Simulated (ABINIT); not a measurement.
# Ge (Fd-3m) in ABINIT: single point with PBE

Aim: the single point of Ge with PBE.

Everything below comes from runs of ABINIT 10.8.3 (patched build). Logs are shortened: lines on timing, memory, paths and dates and some standing lists are left out, and cuts for length are marked. The log counts tension as positive stress, the text compression.

**Measured values to compare with.**

From “Electronic and optical properties of SixGe1-x-ySny alloys lattice-matched to Ge”, 2021, arxiv:2109.02782, for a bulk crystal of Ge at 293 K: band gap 0.666 eV (indirect).

The results are compared with them further down.

### Step 1. The structure

Symmetry: Fd-3m, No. 227, cubic system. The conventional cell has a = 5.658 Å, b = 5.658 Å, c = 5.658 Å, α = 90.00°, β = 90.00°, γ = 90.00°. Around Ge (site symmetry -43m) lie 4 Ge at 2.45 Å.

### Step 2. Single point, PBE

run.abi

```
# Pseudopotentials
pp_dirpath "./"
pseudos "Ge.GGA_PBE-JTH.xml"

# Structure
acell 4.0006828887 4.0006828887 4.0006828887 Angstrom
rprim
     0.0000000000     0.7071067812     0.7071067812
     0.7071067812     0.0000000000     0.7071067812
     0.7071067812     0.7071067812     0.0000000000
ntypat 1
znucl 32
natom 2
typat 1 1
xred
     0.7500000000     0.7500000000     0.7500000000
     0.5000000000     0.5000000000     0.5000000000

# Plane-wave basis
ecut 544.227725 eV
pawecutdg 40.0

# k points
kptopt 1
ngkpt 6 6 6
nshiftk 1
shiftk 0.0 0.0 0.0

# Exchange and correlation
ixc 11

# Bands and occupations
nband 18
occopt 3
tsmear 0.05 eV

# SCF cycle
nstep 100
tolvrs 1.0e-9

# Output
iomode 3
prtwf 0
prtden 0
prteig 0
prtebands 0
```

Potentials or basis: JTH PAW PBE v2.0.

Run with:

```bash
$ abinit run.abi > log 2>&1
```

run.abo:

```text
.Version 10.8.3 of ABINIT
 Symmetries : space group Fd -3 m (#227); Bravais cF (face-center cubic)
================================================================================
 Values of the parameters that define the memory need of the present run
     intxc =       0    ionmov =       0      iscf =      17    lmnmax =      18
     lnmax =       6     mgfft =      32  mpssoang =       3    mqgrid =    3001
     natom =       2  nloc_mem =       2    nspden =       1   nspinor =       1
    nsppol =       1      nsym =      48    n1xccc =       1    ntypat =       1
    occopt =       3   xclevel =       2
       mpw =        1315          nfft =       32768          nkpt =          16
 PAW method is used; the additional fine FFT grid is defined by:
   mgfftf=        45    nfftf =     91125
================================================================================
================================================================================

--------------------------------------------------------------------------------
------------- Echo of variables that govern the present computation ------------
--------------------------------------------------------------------------------
 -outvars: echo values of preprocessed input variables --------
            acell      7.5601949762E+00  7.5601949762E+00  7.5601949762E+00 Bohr
              amu      7.26100000E+01
             ecut      2.00000000E+01 Hartree
              ixc          11
         kptrlatt        6    0    0      0    6    0      0    0    6
          kptrlen      4.53611699E+01
            natom           2
            nband          18
            ngfft          32      32      32
          ngfftdg          45      45      45
             nkpt          16
            nstep         100
             nsym          48
           ntypat           1
           occopt           3
        pawecutdg      4.00000000E+01 Hartree
         pawxcdev           0
           prtden           0
        prtebands           0
           prteig           0
            prtwf           0
            rprim      0.0000000000E+00  7.0710678120E-01  7.0710678120E-01
                       7.0710678120E-01  0.0000000000E+00  7.0710678120E-01
                       7.0710678120E-01  7.0710678120E-01  0.0000000000E+00
          spgroup         227
           tolvrs      1.00000000E-09
           tsmear      1.83746611E-03 Hartree
            typat      1  1
           useylm           1
           xangst      4.2433650000E+00  4.2433650000E+00  4.2433650000E+00
                       2.8289100000E+00  2.8289100000E+00  2.8289100000E+00
            xcart      8.0187977023E+00  8.0187977023E+00  8.0187977023E+00
                       5.3458651349E+00  5.3458651349E+00  5.3458651349E+00
             xred      7.5000000000E-01  7.5000000000E-01  7.5000000000E-01
                       5.0000000000E-01  5.0000000000E-01  5.0000000000E-01
            znucl       32.00000

================================================================================

 chkinp: Checking input parameters for consistency.

================================================================================
== DATASET  1 ==================================================================

--- !DatasetInfo
iteration_state: {dtset: 1, }
dimensions: {natom: 2, nkpt: 16, mband: 18, nsppol: 1, nspinor: 1, nspden: 1, mpw: 1315, }
cutoff_energies: {ecut:  20.0, pawecutdg:  40.0, }
electrons: {nelect:   2.80000000E+01, charge:   0.00000000E+00, occopt:   3.00000000E+00, tsmear:   1.83746611E-03, }
meta: {optdriver: 0, ionmov: 0, optcell: 0, iscf: 17, paral_kgb: 0, }
...

 Exchange-correlation functional for the present dataset will be:
  GGA: Perdew-Burke-Ernzerhof functional - ixc=11
  J.P.Perdew, K.Burke, M.Ernzerhof, PRL 77, 3865 (1996)

 Real(R)+Recip(G) space primitive vectors, cartesian coordinates (Bohr,Bohr^-1):
 R(1)=  0.0000000  5.3458651  5.3458651  G(1)= -0.0935302  0.0935302  0.0935302
 R(2)=  5.3458651  0.0000000  5.3458651  G(2)=  0.0935302 -0.0935302  0.0935302
 R(3)=  5.3458651  5.3458651  0.0000000  G(3)=  0.0935302  0.0935302 -0.0935302
 Unit cell volume ucvol=  3.0555120E+02 bohr^3
 Angles (23,13,12)=  6.00000000E+01  6.00000000E+01  6.00000000E+01 degrees

 Coarse grid specifications (used for wave-functions):

 getcut: wavevector=  0.0000  0.0000  0.0000  ngfft=  32  32  32
         ecut(hartree)=     20.000   => boxcut(ratio)=   2.10250

 Fine grid specifications (used for densities):

 getcut: wavevector=  0.0000  0.0000  0.0000  ngfft=  45  45  45
         ecut(hartree)=     40.000   => boxcut(ratio)=   2.04421

--- Pseudopotential description ------------------------------------------------
- pspini: atom type   1  psp file is ./Ge.GGA_PBE-JTH.xml
 Pseudopotential format is: paw10
 basis_size (lnmax)=  6 (lmn_size= 18), orbitals=   0   0   1   1   2   2
 Spheres core radius: rc_sph= 2.30476891
 Shapefunction is SIN type: shapef(r)=[sin(pi*r/rshp)/(pi*r/rshp)]**2
 Radius for shape functions =  1.99988291
 Compensation charge density is not taken into account in XC energy/potential

   1.13473484E+03                                ecore*ucvol(ha*bohr**3)
--------------------------------------------------------------------------------

================================================================================

--- !BeginCycle
iteration_state: {dtset: 1, }
solver: {iscf: 17, nstep: 100, nline: 4, wfoptalg: 10, }
tolerances: {tolvrs: 1.00E-09, }
...

     iter   Etot(hartree)      deltaE(h)  residm     nres2
 ETOT  1  -190.04762127375    -1.900E+02 5.288E+00 3.119E+00
 ETOT  2  -191.16029330163    -1.113E+00 3.194E-01 9.796E-01
 ETOT  3  -191.15642718649     3.866E-03 4.666E-02 1.827E-01
 ETOT  4  -191.15567687428     7.503E-04 3.194E-02 3.212E-02
 ETOT  5  -191.15560071290     7.616E-05 6.081E-03 6.041E-03
 ETOT  6  -191.15566489720    -6.418E-05 2.753E-03 6.470E-04
 ETOT  7  -191.15566519481    -2.976E-07 1.526E-03 3.565E-05
 ETOT  8  -191.15566508682     1.080E-07 2.580E-04 1.843E-06
 ETOT  9  -191.15566509415    -7.336E-09 2.520E-04 6.173E-07
 ETOT 10  -191.15566508968     4.472E-09 2.816E-05 1.957E-09
 ETOT 11  -191.15566509003    -3.523E-10 4.863E-05 5.467E-10

 At SCF step   11       nres2   =  5.47E-10 < tolvrs=  1.00E-09 =>converged.

 Cartesian components of stress tensor (hartree/bohr^3)
  sigma(1 1)= -1.02908071E-04  sigma(3 2)=  0.00000000E+00
  sigma(2 2)= -1.02908071E-04  sigma(3 1)=  0.00000000E+00
  sigma(3 3)= -1.02908071E-04  sigma(2 1)=  0.00000000E+00

--- !ResultsGS
iteration_state: {dtset: 1, }
comment   : Summary of ground state results
lattice_vectors:
- [  0.0000000,   5.3458651,   5.3458651, ]
- [  5.3458651,   0.0000000,   5.3458651, ]
- [  5.3458651,   5.3458651,   0.0000000, ]
lattice_lengths: [   7.56019,    7.56019,    7.56019, ]
lattice_angles: [ 60.000,  60.000,  60.000, ] # degrees, (23, 13, 12)
lattice_volume:   3.0555120E+02
convergence: {deltae: -3.523E-10, res2:  5.467E-10, residm:  4.863E-05, diffor: null, }
etotal    :  -1.91155665E+02
entropy   :   0.00000000E+00
fermie    :   2.57975973E-01
cartesian_stress_tensor: # hartree/bohr^3
- [ -1.02908071E-04,   0.00000000E+00,   0.00000000E+00, ]
- [  0.00000000E+00,  -1.02908071E-04,   0.00000000E+00, ]
- [  0.00000000E+00,   0.00000000E+00,  -1.02908071E-04, ]
pressure_GPa:   3.0277E+00
xred      :
- [  7.5000E-01,   7.5000E-01,   7.5000E-01, Ge]
- [  5.0000E-01,   5.0000E-01,   5.0000E-01, Ge]
cartesian_forces: # hartree/bohr
- [ -7.08310488E-30,   7.87011654E-31,  -2.36103496E-30, ]
- [  7.08310488E-30,  -7.87011654E-31,   2.36103496E-30, ]
force_length_stats: {min:   7.50761269E-30, max:   7.50761269E-30, mean:   7.50761269E-30, }
...

 Integrated electronic density in atomic spheres:
 ------------------------------------------------
 Atom  Sphere_radius  Integrated_density
    1        2.30477         12.39692368
    2        2.30477         12.38817462

================================================================================

 ----iterations are completed or convergence reached----

 Mean square residual over all n,k,spin=   38.269E-08; max=  48.628E-06
 reduced coordinates (array xred) for    2 atoms
       0.750000000000      0.750000000000      0.750000000000
       0.500000000000      0.500000000000      0.500000000000
 rms dE/dt=  4.2906E-29; max dE/dt=  5.0487E-29; dE/dt below (all hartree)
    1       0.000000000000      0.000000000000      0.000000000000
    2       0.000000000000     -0.000000000000     -0.000000000000

 cartesian coordinates (angstrom) at end:
    1      4.24336500004586     4.24336500004586     4.24336500004586
    2      2.82891000003057     2.82891000003057     2.82891000003057

 cartesian forces (hartree/bohr) at end:
    1     -0.00000000000000     0.00000000000000    -0.00000000000000
    2      0.00000000000000    -0.00000000000000     0.00000000000000
 frms,max,avg= 4.3345222E-30 7.0831049E-30   0.000E+00  0.000E+00  0.000E+00 h/b

 cartesian forces (eV/Angstrom) at end:
    1     -0.00000000000000     0.00000000000000    -0.00000000000000
    2      0.00000000000000    -0.00000000000000     0.00000000000000
 frms,max,avg= 2.2289009E-28 3.6422790E-28   0.000E+00  0.000E+00  0.000E+00 e/A
 length scales=  7.560194976249  7.560194976249  7.560194976249 bohr
              =  4.000682888700  4.000682888700  4.000682888700 angstroms
 Fermi (or HOMO) energy (hartree) =   0.25798   Average Vxc (hartree)=  -0.34018
 Eigenvalues (hartree) for nkpt=  16  k points:
 kpt#   1, nband= 18, wtk=  0.00463, kpt=  0.0000  0.0000  0.0000 (reduced coord)
  -0.65488   -0.65488   -0.65488   -0.65354   -0.65354   -0.64574   -0.64574   -0.64574
  -0.64527   -0.64527   -0.21355    0.25644    0.25644    0.25644    0.25686    0.35024
   0.35024    0.35024
      occupation numbers for kpt#   1
   2.00000    2.00000    2.00000    2.00000    2.00000    2.00000    2.00000    2.00000
   2.00000    2.00000    2.00000    1.39440    1.39440    1.39440    1.29407    0.00000
   0.00000    0.00000
 prteigrs : prtvol=0 or 1, do not print more k-points.

--- !EnergyTerms
iteration_state     : {dtset: 1, }
comment             : Components of total free energy in Hartree
kinetic             :  1.30727329159294E+01
hartree             :  4.44863513225987E+01
xc                  : -4.63290069524507E+00
Ewald energy        : -9.87503790321150E+01
psp_core            :  3.71373063522330E+00
local_psp           : -1.44320831039521E+02
PAW spherical_terms : -4.72433440046415E+00
internal            : -1.91155630293594E+02
'-kT*entropy'       : -5.93925911710023E-05
total_energy        : -1.91155689686185E+02
total_energy_eV     : -5.20161130516767E+03
...

--- !EnergyTermsDC
iteration_state     : {dtset: 1, }
comment             : '"Double-counting" decomposition of free energy'
band_energy         : -1.26075005857200E+01
Ewald energy        : -9.87503790321150E+01
psp_core            :  3.71373063522330E+00
xc_dc               : -4.32818486546399E+01
PAW spherical_terms : -4.02296080601899E+01
internal            : -1.91155605697442E+02
'-kT*entropy'       : -5.93925911710023E-05
total_energy_dc     : -1.91155665090033E+02
total_energy_dc_eV  : -5.20161063587227E+03
...

--- !EnergyTermsWithPAWCore
iteration_state     : {dtset: 1, }
comment             : 'Components of total free energy, including PAW core contributions'
Total energy        : -4.19799217786830E+03
Total energy DC     : -4.19799215327215E+03
Total energy (eV)   : -1.14233186609581E+05
Total energy DC (eV): -1.14233185940286E+05
...

 Cartesian components of stress tensor (hartree/bohr^3)
  sigma(1 1)= -1.02908071E-04  sigma(3 2)=  0.00000000E+00
  sigma(2 2)= -1.02908071E-04  sigma(3 1)=  0.00000000E+00
  sigma(3 3)= -1.02908071E-04  sigma(2 1)=  0.00000000E+00

-Cartesian components of stress tensor (GPa)         [Pressure=  3.0277E+00 GPa]
- sigma(1 1)= -3.02765998E+00  sigma(3 2)=  0.00000000E+00
- sigma(2 2)= -3.02765998E+00  sigma(3 1)=  0.00000000E+00
- sigma(3 3)= -3.02765998E+00  sigma(2 1)=  0.00000000E+00

== END DATASET(S) ==============================================================
================================================================================

 -outvars: echo values of variables after computation  --------
            acell      7.5601949762E+00  7.5601949762E+00  7.5601949762E+00 Bohr
           etotal     -1.9115566509E+02
            fcart     -7.0831048848E-30  7.8701165387E-31 -2.3610349616E-30
                       7.0831048848E-30 -7.8701165387E-31  2.3610349616E-30
            rprim      0.0000000000E+00  7.0710678120E-01  7.0710678120E-01
                       7.0710678120E-01  0.0000000000E+00  7.0710678120E-01
                       7.0710678120E-01  7.0710678120E-01  0.0000000000E+00
           strten     -1.0290807112E-04 -1.0290807112E-04 -1.0290807112E-04
                       0.0000000000E+00  0.0000000000E+00  0.0000000000E+00
           xangst      4.2433650000E+00  4.2433650000E+00  4.2433650000E+00
                       2.8289100000E+00  2.8289100000E+00  2.8289100000E+00
             xred      7.5000000000E-01  7.5000000000E-01  7.5000000000E-01
                       5.0000000000E-01  5.0000000000E-01  5.0000000000E-01
 Calculation completed.
```

Wall time 12 s (1 thread of Intel Xeon Platinum 8488C (Sapphire Rapids), shared host); peak memory 0.11 GiB.

What came out:

* Free energy: -5201.6106 eV
* Band gap on the k mesh: none (metal or under the smearing width)
* Valence electrons inside the program's atomic spheres: Ge 12.40, 12.39 (radii [1.2196] Å)

Levels at points of the mesh, in eV from the Fermi level:
```csv
k point,band 11,band 12,band 13,band 14,band 15,band 16,band 17,band 18
"(0.00, 0.00, 0.00)",-12.83,-0.04,-0.04,-0.04,-0.03,2.51,2.51,2.51
"(0.50, 0.00, 0.00)",-10.74,-7.65,-1.46,-1.46,0.13,3.71,3.71,7.08
"(0.50, 0.50, 0.00)",-8.94,-8.94,-3.13,-3.13,0.72,0.72,9.46,9.46
```

Caveat: the cutoff is too short for stress, so the log's stress isn't used; this crystal is a semiconductor, whose small gap the functional closes, so the metal is an error of the method.

### Step 3. How close it comes

Step 2. A measured gap of Ge is 0.666 eV (indirect; 293 K; “Electronic and optical properties of SixGe1-x-ySny alloys lattice-matched to Ge”, 2021, arxiv:2109.02782); the calculated 0.00 eV misses it by -0.67 eV. 3 values of this kind are on record (0.666 to 0.807 eV); this one was drawn at random among those near their median. Spin-orbit coupling on Ge is left out. The value is that of PBE on a finite k mesh, which can miss the band edges, without temperature or zero-point motion. Semilocal functionals fall short of measured gaps as a rule.
